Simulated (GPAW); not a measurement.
# Calculated records

```
! title: How the form of the self-energy moves the gap of PbSe (honeycomb monolayer)
! method: DFT, PBE, plane waves, PAW (and 3 further levels or steps)
! program: GPAW 26.7.0
! settings: cutoff 450 eV, GPAW PAW setups 1.2.1 data release, 6×6×1 k-mesh, nbands 276
! cost: 4 runs, 5 min in all on 4 MPI ranks of Arm Neoverse V1, shared host
! notes: The structure was relaxed with PBE. Limits: no spin-orbit coupling.
! one-shot HSE06: 2.627 eV
! G0W0, extrapolated in the cutoff: 3.362 eV
! one-shot Hartree-Fock: 7.281 eV
! known limits: short of the basis limit; no spin-orbit coupling
CELL_PARAMETERS angstrom
4.07689 0.00000 0.00000
-2.03845 3.53069 0.00000
0.00000 0.00000 11.40000
ATOMIC_POSITIONS crystal
Pb 0.33333 0.66667 0.43184
Se 0.66667 0.33333 0.56816
```

[Long decimals in the printed logs are rounded to 6 places.]

[Logs are printed without paths, hosts, clocks, repeated set-up lines and the standing remarks that a program may print on its own settings, such as how far it seeks lower states.]

[Paths, hosts, dates, memory and timing lines, banners, echoed tables and standing remarks are left out of the program output; an Ansatz launch command may be rebuilt from the run's recorded settings. Measured values are a selection of at most five: reports struck by readers or far from the other reports are left out. None is set beside runs whose start may be inverted or whose files or cutoffs have a known fault.]

[Runs of the session that timed out or met a known fault of the program may be left out.]

[Hosts, paths, dates, database ids (printed as entryN), source tags and the programs' standing remarks are cut or masked in the printed files.]

[Where the starting crystal was built by hand or by swapping elements, it need not be the compound's stable phase.]
